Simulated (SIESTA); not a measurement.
# TiAl3 under changes of volume

One of the cells (16.287 Å³/atom); the others are scaled copies at fixed shape and fractional positions:

```xyz
4
Lattice="2.8397 0.0000 0.0000 0.0000 4.6813 0.0000 0.0000 0.0000 4.9007" Properties=species:S:1:pos:R:3 pbc="T T T"
Ti    0.0000    2.3406    0.8131
Al    0.0000    0.0000    4.0965
Al    1.4198    0.0000    1.6217
Al    1.4198    2.3406    3.2701
```

The cell comes from a database or a generator and needn't be the stable form of this composition.

```yaml
Program: SIESTA 5.4.2
Functional: LDA
Potentials_or_basis: PseudoDojo 0.4 standard (LDA files)
Basis: DZP (energy shift 0.003 Ry; two zetas on semicore shells)
Grid_cutoff: 800 Ry
Energy_shift: 0.003 Ry
k_mesh: 9 × 6 × 6
Occupations: fermi-dirac, width 0.05 eV
Spin: no spin polarisation
```

```csv
volume (Å³/atom),energy over the lowest point (meV/atom),pressure (GPa),largest force (eV/Å)
15.310,0.57,1.5,0.055
15.635,0.00,-0.9,0.062
15.961,4.07,-3.0,0.070
16.287,?,?,?
16.612,24.13,-6.7,0.082
16.938,39.33,-8.2,0.087
17.264,57.46,-9.5,0.091
```

What does the run at 16.287 Å³/atom give?

Energy over the lowest point 12.26 meV/atom; pressure -4.9 GPa; largest force 0.076 eV/Å.

Worked out: A Birch-Murnaghan fit of order 3 (a polynomial in V^(-2/3)) to the other rows has its minimum at 15.51 Å³/atom with B0 = V·E''(V) = 113 GPa and B' = 4.4 at fixed shape and positions, which overstates the stiffness. It gives 12.27 meV/atom at 16.287 Å³/atom, against the run's 12.26, and -dE/dV = -5.0 GPa, against -4.9.

Energies are extrapolated to zero smearing.

Caveats: the basis of atomic orbitals isn't converged, which shifts pressures, moduli and gaps.
